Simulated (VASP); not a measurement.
# Mg4H in VASP: a series of runs

Runs on Mg4H. Level: PBE. Tasks: single point.

Everything below comes from runs of VASP 6.6.1. Logs are shortened: lines on timing, memory, paths and dates and some standing lists are left out, and cuts for length are marked.

## Step 1: Starting point

The cell holds a slab with vacuum, 10 atoms: a = 6.420 Å, b = 5.138 Å, c = 21.664 Å, α = 90.00°, β = 90.00°, γ = 90.00°.

## Step 2: Single point, PBE

Input file INCAR:

```
PREC = Accurate
ENCUT = 520
EDIFF = 1E-6
ISMEAR = 0
SIGMA = 0.1
LREAL = F
LASPH = T
NELM = 100
ALGO = Fast
ISIF = 2
LWAVE = F
LCHARG = F
LDIPOL = T
IDIPOL = 3
DIPOL = 0.5 0.5 0.321
GGA = PE
NBANDS = 20
```

Input file KPOINTS:

```
regular mesh
0
Gamma
  4 5 1
```

Input file POSCAR:

```
Mg4H
1.0
    6.4201385733      0.0000000000      0.0000000000
    0.0000000000      5.1379129567      0.0000000000
    0.0000000000      0.0000000000     21.6644777330
Mg H
8 2
Direct
    0.0000000000      0.7500000000      0.1846340378
    0.5000000000      0.7500000000      0.1846340378
    0.2500000000      0.2500000000      0.2274076137
    0.7500000000      0.2500000000      0.2274076137
    0.2500000000      0.7500000000      0.3173234500
    0.7500000000      0.7500000000      0.3173234500
    0.0000000000      0.2500000000      0.3537808678
    0.5000000000      0.2500000000      0.3537808678
    0.6915900458      0.0833333333      0.5199515018
    0.8084099542      0.0833333333      0.5199515018
```

Potentials or basis: VASP PAW PBE potentials, release 64 (Mg, H).

Command:

```sh
$ cat potpaw_PBE.64/Mg/POTCAR potpaw_PBE.64/H/POTCAR > POTCAR
$ mpirun -np 1 vasp_std > vasp.out
```

OUTCAR:

```text
PREC = Accurate
   ENCUT = 520
   EDIFF = 1E-6
   ISMEAR = 0
   LREAL = F
   LASPH = T
   NELM = 100
   ISIF = 2
   GGA = PE

 ion  position               nearest neighbor table
   1  0.000  0.750  0.185-   3 3.17   4 3.17   3 3.17   4 3.17   2 3.21   2 3.21   6 3.29   5 3.29

   2  0.500  0.750  0.185-   3 3.17   4 3.17   3 3.17   4 3.17   1 3.21   1 3.21   6 3.29   5 3.29

   3  0.250  0.250  0.227-   1 3.17   2 3.17   1 3.17   2 3.17   7 3.17   8 3.17   4 3.21   4 3.21
                             5 3.22   5 3.22
   4  0.750  0.250  0.227-   1 3.17   2 3.17   1 3.17   2 3.17   7 3.17   8 3.17   3 3.21   3 3.21
                             6 3.22   6 3.22
   5  0.250  0.750  0.317-   7 3.13   8 3.13   7 3.13   8 3.13   6 3.21   6 3.21   3 3.22   3 3.22
                             1 3.29   2 3.29
   6  0.750  0.750  0.317-   7 3.13   8 3.13   7 3.13   8 3.13   5 3.21   5 3.21   4 3.22   4 3.22
                             1 3.29   2 3.29
   7  0.000  0.250  0.354-   5 3.13   6 3.13   5 3.13   6 3.13   3 3.17   4 3.17   8 3.21   8 3.21

   8  0.500  0.250  0.354-   5 3.13   6 3.13   5 3.13   6 3.13   3 3.17   4 3.17   7 3.21   7 3.21

   9  0.692  0.083  0.520-  10 0.75
  10  0.808  0.083  0.520-   9 0.75

  LATTYP: Found a simple orthorhombic cell.
 ALAT       =     5.1379129567
 B/A-ratio  =     1.2495615686
 C/A-ratio  =     4.2165910391

  Lattice vectors:

 A1 = (   0.0000000000,  -5.1379129567,   0.0000000000)
 A2 = (   6.4201385733,   0.0000000000,   0.0000000000)
 A3 = (   0.0000000000,   0.0000000000,  21.6644777330)

Analysis of symmetry for initial positions (statically):
=====================================================================
 Subroutine PRICEL returns:
 Original cell was already a primitive cell.

 Routine SETGRP: Setting up the symmetry group for a
 simple orthorhombic supercell.

 Subroutine GETGRP returns: Found  2 space group operations
 (whereof  1 operations were pure point group operations)
 out of a pool of  8 trial point group operations.

The static configuration has the point symmetry C_1 .
 The point group associated with its full space group is C_1h.

Analysis of symmetry for dynamics (positions and initial velocities):
=====================================================================
 Subroutine PRICEL returns:
 Original cell was already a primitive cell.

 Routine SETGRP: Setting up the symmetry group for a
 simple orthorhombic supercell.

 Subroutine GETGRP returns: Found  2 space group operations
 (whereof  1 operations were pure point group operations)
 out of a pool of  8 trial point group operations.

The dynamic configuration has the point symmetry C_1 .
 The point group associated with its full space group is C_1h.

 Subroutine INISYM returns: Found  2 space group operations
 (whereof  1 operations are pure point group operations),
 and found     1 'primitive' translations

----------------------------------------------------------------------------------------

                                     Primitive cell

  volume of cell :     714.6269

  direct lattice vectors                    reciprocal lattice vectors
     6.420138573  0.000000000  0.000000000     0.155759878  0.000000000  0.000000000
     0.000000000  5.137912957  0.000000000     0.000000000  0.194631557  0.000000000
     0.000000000  0.000000000 21.664477733     0.000000000  0.000000000  0.046158509

  length of vectors
     6.420138573  5.137912957 21.664477733     0.155759878  0.194631557  0.046158509

  position of ions in fractional coordinates (direct lattice)
     0.000000000  0.750000000  0.184634038
     0.500000000  0.750000000  0.184634038
     0.250000000  0.250000000  0.227407614
     0.750000000  0.250000000  0.227407614
     0.250000000  0.750000000  0.317323450
     0.750000000  0.750000000  0.317323450
     0.000000000  0.250000000  0.353780868
     0.500000000  0.250000000  0.353780868
     0.691590046  0.083333333  0.519951502
     0.808409954  0.083333333  0.519951502

  ion indices of the primitive-cell ions
   primitive index   ion index
                 1           1
                 2           2
                 3           3
                 4           4
                 5           5
                 6           6
                 7           7
                 8           8
                 9           9
                10          10

----------------------------------------------------------------------------------------

 KPOINTS: regular mesh

Automatic generation of k-mesh.
 Grid dimensions read from file:
 generate k-points for:    4    5    1

 Generating k-lattice:

  Cartesian coordinates                     Fractional coordinates (reciprocal lattice)
     0.038939969  0.000000000  0.000000000     0.250000000  0.000000000  0.000000000
     0.000000000  0.038926311  0.000000000     0.000000000  0.200000000  0.000000000
     0.000000000  0.000000000  0.046158509     0.000000000  0.000000000  1.000000000

  Length of vectors
     0.038939969  0.038926311  0.046158509

  Shift w.r.t. Gamma in fractional coordinates (k-lattice)
     0.000000000  0.000000000  0.000000000

 Subroutine IBZKPT returns following result:
 ===========================================

 Found      9 irreducible k-points:

 Following reciprocal coordinates:
            Coordinates               Weight
  0.000000  0.000000  0.000000      1.000000
  0.250000  0.000000  0.000000      2.000000
  0.500000  0.000000  0.000000      1.000000
  0.000000  0.200000  0.000000      2.000000
  0.250000  0.200000  0.000000      4.000000
  0.500000  0.200000  0.000000      2.000000
  0.000000  0.400000  0.000000      2.000000
  0.250000  0.400000  0.000000      4.000000
  0.500000  0.400000  0.000000      2.000000
   k-points           NKPTS =      9   k-points in BZ     NKDIM =      9   number of bands    NBANDS=     20
   number of dos      NEDOS =    301   number of ions     NIONS =     10
   total plane-waves  NPLWV = 311040
   dimension x,y,z NGX =    48 NGY =   40 NGZ =  162
   dimension x,y,z NGXF=    96 NGYF=   80 NGZF=  324
   ions per type =               8   2
   NGX,Y,Z   is equivalent  to a cutoff of  12.43, 12.94, 12.43 a.u.
   NGXF,Y,Z  is equivalent  to a cutoff of  24.86, 25.89, 24.86 a.u.
 SYSTEM =  unknown system
   PREC   = accura    normal or accurate (medium, high low for compatibility)
   ISTART =      0    job   : 0-new  1-cont  2-samecut
   ICHARG =      2    charge: 1-file 2-atom 10-const
   ISPIN  =      1    spin polarized calculation?
   LNONCOLLINEAR =      F non collinear calculations
   LSORBIT =      F    spin-orbit coupling
   LASPH  =      T    aspherical Exc in radial PAW
   ENCUT  =  520.0 eV  38.22 Ry    6.18 a.u.  11.94  9.55 40.28*2*pi/ulx,y,z
   NELM   =    100;   NELMIN=  2; NELMDL= -5     # of ELM steps
   EDIFF  = 0.1E-05   stopping-criterion for ELM
[... 8 lines left out ...]
   TEBEG  =    0.0;   TEEND  =   0.0 temperature during run
   PSTRESS=    0.0 pullay stress
   NELECT =      18.0000    total number of electrons
   NUPDOWN=      -1.0000    fix difference up-down
   EMIN   =  10.00;   EMAX   =-10.00  energy-range for DOS
   EFERMI =   0.00;   METHOD = LEGACY
   ISMEAR =     0;   SIGMA  =   0.10  broadening in eV -4-tet -1-fermi 0-gaus
   EFERMI_NEDOS =   21; number of points for ismear=-14 and -15
   IALGO  =     68    algorithm
   IMIX   =      4    mixing-type and parameters
     AMIX     =   0.40;   BMIX     =  1.00
     AMIX_MAG =   1.60;   BMIX_MAG =  1.00
  volume/ion in A,a.u.               =      71.46       482.25
  Fermi-wavevector in a.u.,A,eV,Ry     =   0.479887  0.906855  3.133310  0.230292
  Thomas-Fermi vector in A             =   1.477146
   LORBIT       =      0    0 simple, 1 ext, 2 COOP (PROOUT), +10 PAW based schemes
   GGA     = PE    functional components
   LHFCALC =     F    Hartree Fock is set to
   AEXX    =    0.0000 exact exchange contribution
   IVDW    =     0    specifies the selected vdW correction
   LEPSILON=     F    determine dielectric tensor
   LRPA    =     F    only Hartree local field effects (RPA)
 non-spin polarized calculation
 RMM-DIIS sequential band-by-band and
 Gauss-broadening in eV      SIGMA  =   0.10
  energy-cutoff  :      520.00
  volume of cell :      714.63
 maximum number of plane-waves:     19292
 NGX is ok and might be reduce to    48
   NGX = 23   NGY = 19   NGZ = 81

 number of electron      18.0000002 magnetization

 dipolmoment           0.000000      0.000000     -0.005847 electrons x Angstroem

 Free energy of the ion-electron system (eV)
  ---------------------------------------------------
  ext. energy  EPLUGINS =         0.00000000
  ---------------------------------------------------
  free energy    TOTEN  =       -16.12388912 eV

  energy without entropy =      -16.08142676  energy(sigma->0) =      -16.10265794

 E-fermi :  -1.9923     XC(G=0):  -3.2379

 val. band max:       -2.0007942060   @ k =   0.2500   0.2000   0.0000
 cond. band min:      -1.9882769919   @ k =   0.5000   0.2000   0.0000
 fundamental gap:      0.0125172141
 Fermi energy:        -1.9922832230

 k-point     1 :       0.0000    0.0000    0.0000
  band No.  band energies     occupation
      1      -8.7323      2.00000
      2      -7.9694      2.00000
      3      -5.8585      2.00000
      4      -4.4555      2.00000
      5      -4.3377      2.00000
      6      -3.0044      2.00000
[... 12 lines left out ...]
     19       1.2949      0.00000
     20       1.8321      0.00000

 k-point     2 :       0.2500    0.0000    0.0000
  band No.  band energies     occupation
      1      -8.7297      2.00000
      2      -7.7426      2.00000
      3      -5.9436      2.00000
      4      -5.6332      2.00000
      5      -3.8570      2.00000
      6      -2.7891      2.00000
[... 12 lines left out ...]
     19       1.5714      0.00000
     20       1.9926      0.00000

 k-point     3 :       0.5000    0.0000    0.0000
  band No.  band energies     occupation
      1      -8.7272      2.00000
      2      -7.0649      2.00000
      3      -7.0634      2.00000
      4      -4.9628      2.00000
      5      -4.9596      2.00000
      6      -2.1651      1.98549
[... 12 lines left out ...]
     19       1.4227      0.00000
     20       1.6531      0.00000

 k-point     4 :       0.0000    0.2000    0.0000
  band No.  band energies     occupation
      1      -8.7248      2.00000
      2      -7.7438      2.00000
      3      -5.6521      2.00000
      4      -4.3591      2.00000
      5      -4.2403      2.00000
      6      -4.1206      2.00000
[... 12 lines left out ...]
     19       1.2924      0.00000
     20       1.4611      0.00000

 k-point     5 :       0.2500    0.2000    0.0000
  band No.  band energies     occupation
      1      -8.7226      2.00000
      2      -7.5172      2.00000
      3      -5.7223      2.00000
      4      -5.4275      2.00000
      5      -4.1406      2.00000
      6      -3.6603      2.00000
[... 12 lines left out ...]
     19       1.6998      0.00000
     20       2.0434      0.00000

 k-point     6 :       0.5000    0.2000    0.0000
  band No.  band energies     occupation
      1      -8.7204      2.00000
      2      -6.8411      2.00000
      3      -6.8393      2.00000
      4      -4.7590      2.00000
      5      -4.7567      2.00000
      6      -3.4912      2.00000
[... 12 lines left out ...]
     19       1.6991      0.00000
     20       1.8656      0.00000

 k-point     7 :       0.0000    0.4000    0.0000
  band No.  band energies     occupation
      1      -8.7130      2.00000
      2      -7.0712      2.00000
      3      -5.9774      2.00000
      4      -4.9069      2.00000
      5      -3.8471      2.00000
      6      -3.6111      2.00000
[... 12 lines left out ...]
     19       1.6269      0.00000
     20       2.0849      0.00000

 k-point     8 :       0.2500    0.4000    0.0000
  band No.  band energies     occupation
      1      -8.7112      2.00000
      2      -6.8460      2.00000
      3      -5.7549      2.00000
      4      -5.0646      2.00000
      5      -4.6836      2.00000
      6      -4.0004      2.00000
[... 12 lines left out ...]
     19       1.7819      0.00000
     20       2.0656      0.00000

 k-point     9 :       0.5000    0.4000    0.0000
  band No.  band energies     occupation
      1      -8.7094      2.00000
      2      -6.1748      2.00000
      3      -6.1724      2.00000
      4      -5.0927      2.00000
      5      -5.0896      2.00000
      6      -4.0192      2.00000
[... 12 lines left out ...]
     19       2.0806      0.00000
     20       2.2544      0.00000

------------------------ aborting loop because EDIFF is reached ----------------------------------------

 vacuum level on the upper side and lower side of the slab       (xc-potential included)        -0.039        -0.020

  FORCE on cell =-STRESS in cart. coord.  units (eV):
  Direction    XX          YY          ZZ          XY          YZ          ZX
  --------------------------------------------------------------------------------------
  -------------------------------------------------------------------------------------
  Total       -1.9542077     -2.9572795     -0.6811380      0.0000000     -0.0115955      0.0000000
  in kB       -4.3812894     -6.6301536     -1.5270959      0.0000000     -0.0259969      0.0000000
  external PRESSURE =      -4.1795130 kB  Pullay stress =       0.0000000 kB

 VOLUME and BASIS-vectors are now :
 -----------------------------------------------------------------------------
  energy-cutoff  :      520.00
  volume of cell :      714.63
      direct lattice vectors                 reciprocal lattice vectors
     6.420138573  0.000000000  0.000000000     0.155759878  0.000000000  0.000000000
     0.000000000  5.137912957  0.000000000     0.000000000  0.194631557  0.000000000
     0.000000000  0.000000000 21.664477733     0.000000000  0.000000000  0.046158509

 POSITION                                       TOTAL-FORCE (eV/Angst)
 -----------------------------------------------------------------------------------
      0.00000      3.85343      4.00000         0.014935     -0.000473      0.188939
      3.21007      3.85343      4.00000        -0.014935     -0.000473      0.188939
      1.60503      1.28448      4.92667         0.000000      0.002627     -0.113747
      4.81510      1.28448      4.92667         0.000000     -0.001770     -0.103385
      1.60503      3.85343      6.87465         0.000000      0.001171     -0.022801
      4.81510      3.85343      6.87465         0.000000     -0.002242     -0.034349
      0.00000      1.28448      7.66448         0.016872      0.002509     -0.064563
      3.21007      1.28448      7.66448        -0.016872      0.002509     -0.064563
      4.44010      0.42816     11.26448        -0.007227     -0.001928      0.012765
      5.19010      0.42816     11.26448         0.007227     -0.001928      0.012765
 -----------------------------------------------------------------------------------
    total drift:                                0.000000      0.000007     -0.000054

  FREE ENERGIE OF THE ION-ELECTRON SYSTEM (eV)
  ---------------------------------------------------
  free  energy   TOTEN  =       -16.1238891242 eV

  energy  without entropy=      -16.0814267597  energy(sigma->0) =      -16.10265794

 vacuum level on the upper side and lower side of the slab         1.680         1.690
```

Run time: 4.9 min. Hardware: 1 thread of Intel Xeon Platinum 8488C (Sapphire Rapids), shared host; peak memory 0.64 GiB.

Results:

| Quantity | Value |
| --- | --- |
| Free energy | -16.1239 eV |
| Largest force | 0.190 eV/Å |
| Band gap on the k mesh | none (metal or under the smearing width) |

Forces on the atoms (eV/Å):
```
Mg   0.015  0.000  0.189
Mg  -0.015  0.000  0.189
Mg   0.000  0.003 -0.114
Mg   0.000 -0.002 -0.103
Mg   0.000  0.001 -0.023
Mg   0.000 -0.002 -0.034
Mg   0.017  0.003 -0.065
Mg  -0.017  0.003 -0.065
H   -0.007 -0.002  0.013
H    0.007 -0.002  0.013
```

Levels at points of the mesh, in eV from the Fermi level:
```tsv
k point	band 6	band 7	band 8	band 9	band 10	band 11	band 12	band 13
(0.00, 0.00, 0.00)	-1.01	-0.73	-0.51	-0.19	-0.05	1.20	1.56	2.16
(0.50, 0.00, 0.00)	-0.17	-0.13	0.10	0.10	0.78	0.78	1.71	1.71
```

## Step 3: Single point, PBE

INCAR: that of step 2 with these lines changed.

```diff
@@ -14,3 +14,3 @@
 IDIPOL = 3
-DIPOL = 0.5 0.5 0.321
+DIPOL = 0.5 0.5 0.297
 GGA = PE
```

Input file KPOINTS:

```
Automatic mesh
0
Gamma
  4 5 1
```

POSCAR: that of step 2 with these lines changed.

```diff
@@ -16,3 +16,3 @@
     0.5000000000      0.2500000000      0.3537808678
-    0.6915900458      0.0833333333      0.5199515018
-    0.8084099542      0.0833333333      0.5199515018
+    0.5436181618      0.0833333333      0.4040936431
+    0.9563818382      0.0833333333      0.4040936431
```

Potentials or basis: VASP PAW PBE potentials, release 64 (Mg, H).

Command:

```sh
$ cat potpaw_PBE.64/Mg/POTCAR potpaw_PBE.64/H/POTCAR > POTCAR
$ mpirun -np 1 vasp_std > vasp.out
```

Run time: 5 min. Hardware: 1 thread of Intel Xeon Platinum 8488C (Sapphire Rapids), shared host; peak memory 0.66 GiB.

It converged, with:

* Free energy: -13.7038 eV
* Largest force: 5.045 eV/Å
* Band gap on the k mesh: none (metal or under the smearing width)

Forces on the atoms (eV/Å):
```
Mg  -0.025  0.081  0.215
Mg   0.025  0.081  0.215
Mg   0.000 -0.147 -0.049
Mg   0.000 -0.073 -0.125
Mg   0.000  0.017 -0.130
Mg   0.000  0.219  0.085
Mg   1.001  3.180 -3.786
Mg  -1.001  3.180 -3.786
H    0.858 -3.269  3.681
H   -0.858 -3.269  3.681
```

Levels at points of the mesh, in eV from the Fermi level:
```
           k point  band 7  band 8  band 9  band 10  band 11  band 12
(0.00, 0.00, 0.00)   -0.73   -0.45   -0.07     0.44     0.71     1.47
(0.50, 0.00, 0.00)    0.10    0.11    0.78     0.78     0.92     1.20
```
